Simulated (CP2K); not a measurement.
**ZnS under changes of volume**

One of the cells (19.727 Å³/atom); the others are scaled copies at fixed shape and fractional positions:

```xyz
2
Lattice="3.8212 0.0000 0.0000 1.9106 3.3093 0.0000 1.9106 1.1031 3.1200" Properties=species:S:1:pos:R:3 pbc="T T T"
Zn    5.7318    3.3093    2.3400
S     0.0000    0.0000    0.0000
```

```yaml
Program: CP2K 2026.2
Functional: PBE
Potentials_or_basis: POTENTIAL_UZH Zn GTH-PBE-q12, S GTH-PBE-q6; TZVP-MOLOPT-PBE-GTH basis
Density_cutoff: 6123 eV
k_mesh: 9 × 9 × 9
Occupations: fermi-dirac, width 0.05 eV
Spin: no spin polarisation
```

| volume (Å³/atom) | energy over the lowest point (meV/atom) | pressure (GPa) | gap on the mesh (eV) |
| --- | --- | --- | --- |
| 18.543 | 36.68 | 7.6 | 2.35 |
| 18.938 | 21.54 | 5.6 | 2.25 |
| 19.332 | 10.19 | 3.7 | 2.16 |
| 19.727 | 3.16 | 2.0 | 2.08 |
| 20.121 | 0.00 | 0.5 | 1.99 |
| 20.516 | ? | ? | ? |
| 20.910 | 3.79 | -2.0 | 1.83 |

**Question.** What does the run at 20.516 Å³/atom give?

**Answer.** Energy over the lowest point 0.33 meV/atom; pressure -0.8 GPa; gap on the mesh 1.91 eV.

Worked out: A Birch-Murnaghan fit of order 3 (a polynomial in V^(-2/3)) to the other rows has its minimum at 20.29 Å³/atom with B0 = V·E''(V) = 73 GPa (rough, since the energies scatter). It gives 0.18 meV/atom at 20.516 Å³/atom, against the run's 0.33, and -dE/dV = -0.8 GPa, against -0.8. A straight line through the other rows of the gap, of slope -4.3 eV per unit of ln V (its deformation potential), gives 1.91 eV, against the run's 1.91.

Energies are extrapolated to zero smearing.

Caveats: the basis of atomic orbitals isn't converged, which shifts pressures, moduli and gaps.
